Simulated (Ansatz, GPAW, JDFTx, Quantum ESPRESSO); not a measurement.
# AlNi: 5 runs at one level of theory

```xyz
2
Lattice="2.8810 0.0000 0.0000 0.0000 2.8810 0.0000 0.0000 0.0000 2.8810" Properties=species:S:1:pos:R:3 pbc="T T T"
Ni    1.4375    1.3671    1.4352
Al    0.0174    0.0316   -0.0066
```

Atoms were shifted at random by some hundredths of an Å from the given cell, which wasn't relaxed again for these runs.

Alike in all runs: task single point; functional PBEsol; k mesh 9 × 9 × 9; occupations fermi-dirac, width 0.05 eV; collinear spin, ferromagnetic start; no spin-orbit coupling. Pressure is positive in compression and, in plane waves, holds the error of the finite cutoff, which Ansatz's Pulay term estimates and takes out.

```tsv
program and potentials	plane-wave cutoff (eV)	notes	pressure (GPa)	net moment per atom (μB)	largest force (eV/Å)	energy over the undisturbed cell (meV/atom)
Ansatz, Ansatz PAW	420	potentials made for PBE, which Ansatz adapts in part; 10.5 valence electrons an atom on average; Pulay term of +0.06 GPa included	-2.60	0.00	0.614	16.39
Ansatz, all-electron LAPW, scalar-relativistic	-	-	-2.64	0.00	0.613	-
Quantum ESPRESSO, GBRV 1.5 PBEsol	612	10.5 valence electrons an atom on average	?	?	?	?
GPAW, PAW data sets generated for this functional	600	9.5 valence electrons an atom on average; this data set often lies off other programs	-1.49	0.00	0.635	16.96
JDFTx, PseudoDojo-SR-PBEsol-0.4.1-standard with smoothed tails	1333	10.5 valence electrons an atom on average	-2.58	0.00	0.622	16.60
```

**Question.** Estimate from the other rows what the run with Quantum ESPRESSO, GBRV 1.5 PBEsol gave.

**Answer.** Pressure -2.57 GPa; net moment per atom 0.00 μB; largest force 0.618 eV/Å; energy over the undisturbed cell 16.50 meV/atom. The other rows, which needn't bracket it: pressure -2.64 to -1.49; net moment per atom 0.00; largest force 0.613 to 0.635; energy over the undisturbed cell 16.39 to 16.96.
